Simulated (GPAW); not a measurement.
AlN:

```
Al N
1.0
     0.00000    2.03452    2.03452
     2.03452    0.00000    2.03452
     2.03452    2.03452    0.00000
Al N
1 1
Cartesian
  2.0345 2.0345 2.0345
  0.0000 0.0000 0.0000
```

Measurements of this composition are mostly on another form, of space group No. 186.

```yaml
Program: GPAW 26.7.0
Task: relaxation of cell and atoms
Functional: revPBE
Dispersion: D4
Potentials_or_basis: the program's PAW data sets (release 1.2.1) made for this functional
Cutoff: 800 eV
Basis: pw
k_mesh: 11 × 11 × 11
Occupations: fermi-dirac, width 0.05 eV
Spin: no spin polarisation
```

At the start: pressure -9.1 GPa; volume 8.42 Å³/atom.

Where does the relaxation end?

Over 3 steps the energy falls by 7.1 meV/atom and the volume is 8.12 Å³/atom (-3.6 %); space group Fm-3m (No. 225, to 0.05 Å).

Step by step:
```csv
step,energy change (eV),largest force (eV/Å),pressure (GPa),volume (Å³)
1,0.0000,0.0000,-9.10,16.84
2,-0.0077,0.0000,-6.62,16.67
3,-0.0143,0.0000,0.25,16.24
```

Final structure:
```
Al N
1.0
     0.00000    2.00988    2.00988
     2.00988    0.00000    2.00988
     2.00988    2.00988    0.00000
Al N
1 1
Cartesian
  2.0099 2.0099 2.0099
  0.0000 0.0000 0.0000
```

Caveat: later steps reuse the first step's grids.
